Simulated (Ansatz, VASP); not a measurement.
This is a calculation of WC (Qusongite) for VASP 6.6.1.

The input INCAR:

```
PREC     = Accurate       # precision mode
ENCUT    = 520            # plane-wave cutoff, eV
EDIFF    = 1E-6           # SCF threshold, eV
ISMEAR   = -1             # smearing method
SIGMA    = 0.05           # smearing width, eV
LREAL    = False          # projectors in reciprocal space
LASPH    = True           # aspherical terms in the spheres
NELM     = 80             # most SCF steps
ALGO     = Fast           # electronic algorithm
ISIF     = 2              # what is computed and relaxed
LWAVE    = False          # write WAVECAR
LCHARG   = False          # write CHGCAR
MAGMOM   = 0 0 0 0 0 0    # initial moments
LORBIT   = 11             # projections on sites
LSORBIT  = True           # spin-orbit coupling
GGA_COMPAT= False        
LMAXMIX  = 4              # l up to which the mixer works
GGA      = PS             # functional
```

KPOINTS

```
regular mesh
0
Gamma
  7 7 7
```

POSCAR

```
WC
1.0
    2.9065000000      0.0000000000      0.0000000000
   -1.4532500000      2.5171028361      0.0000000000
    0.0000000000      0.0000000000      2.8366000000
W C
1 1
Direct
    0.0000000000      0.0000000000      0.0000000000
    0.6666666667      0.3333333333      0.5000000000
```

Contents of KPOINTS_OPT:

```
path GMKGALHA,LM,KH
15
line-mode
reciprocal
 0.0000000000  0.0000000000  0.0000000000  G
 0.5000000000  0.0000000000  0.0000000000  M

 0.5000000000  0.0000000000  0.0000000000  M
 0.3333333333  0.3333333333  0.0000000000  K

 0.3333333333  0.3333333333  0.0000000000  K
 0.0000000000  0.0000000000  0.0000000000  G

 0.0000000000  0.0000000000  0.0000000000  G
 0.0000000000  0.0000000000  0.5000000000  A

 0.0000000000  0.0000000000  0.5000000000  A
 0.5000000000  0.0000000000  0.5000000000  L

 0.5000000000  0.0000000000  0.5000000000  L
 0.3333333333  0.3333333333  0.5000000000  H

 0.3333333333  0.3333333333  0.5000000000  H
 0.0000000000  0.0000000000  0.5000000000  A

 0.5000000000  0.0000000000  0.5000000000  L
 0.5000000000  0.0000000000  0.0000000000  M

 0.3333333333  0.3333333333  0.0000000000  K
 0.3333333333  0.3333333333  0.5000000000  H
```

Potentials or basis: VASP PAW PBE potentials, release 64 (W_sv, C).

Run with:

```console
$ cat potpaw_PBE.64/W_sv/POTCAR potpaw_PBE.64/C/POTCAR > POTCAR
$ mpirun -np 1 vasp_ncl > vasp.out
```

Q: Set up the same calculation for Ansatz 0.2.0. Potentials there: Ansatz PAW.

A: As run (the cutoff follows the program's own potentials):

Contents of input.yaml:

```yaml
crystal:
  lattice:
    - [2.9065, 0.0, 0.0]
    - [-1.45325, 2.5171028361, 0.0]
    - [0.0, 0.0, 2.8366]
  atoms:
    - { symbol: W, position: [0.0, 0.0, 0.0] }
    - { symbol: C, position: [0.6666666667, 0.3333333333, 0.5] }
hamiltonian:
  xc: pbesol
  pseudopotentials: { kind: paw_fr }
magnetization:
  noncollinear: true
  spin_orbit: true
kpoints:
  mp_grid: { grid: [7, 7, 7] }
  band_path:
    path:
      - [[0.0, 0.0, 0.0], [0.5, 0.0, 0.0], [0.3333333333, 0.3333333333, 0.0], [0.0, 0.0, 0.0], [0.0, 0.0, 0.5], [0.5, 0.0, 0.5], [0.3333333333, 0.3333333333, 0.5], [0.0, 0.0, 0.5]]
      - [[0.5, 0.0, 0.5], [0.5, 0.0, 0.0]]
      - [[0.3333333333, 0.3333333333, 0.0], [0.3333333333, 0.3333333333, 0.5]]
    npoints: 14
scf:
  occupations: { method: fermi_dirac, width: 0.05 }
  n_extra_bands: 6
output:
  forces: true
  stress: true
  eigenvalues: true
  fatbands: true
```

Potentials or basis: Ansatz PAW.

Run with:

```sh
$ ansatz run input.yaml --threads 2 --pin off --max-ram 5632MiB --backend cpu --events-out ev --progress --plain --runs-dir out
```

Both were run:

|  | VASP | Ansatz | Ansatz less VASP |
| --- | --- | --- | --- |
| gap on the k mesh at the Fermi level (eV) | none | none | - |
| pressure (GPa) | -1.2 | -3.5 | -2.36 |
| largest component of the traceless stress (GPa) | 0.62 | 0.63 | +0.010 |

A gap of «none» marks a metal or a gap that the smearing closes. With one functional, cell and mesh, what is left measures potentials, basis and numerics.

Caveats: the PAW data sets were made with another functional, which shifts forces and pressure a little (VASP); the PAW data sets come from PBE, with cores solved anew for the run's functional, which leaves a small shift of forces and pressure (Ansatz).
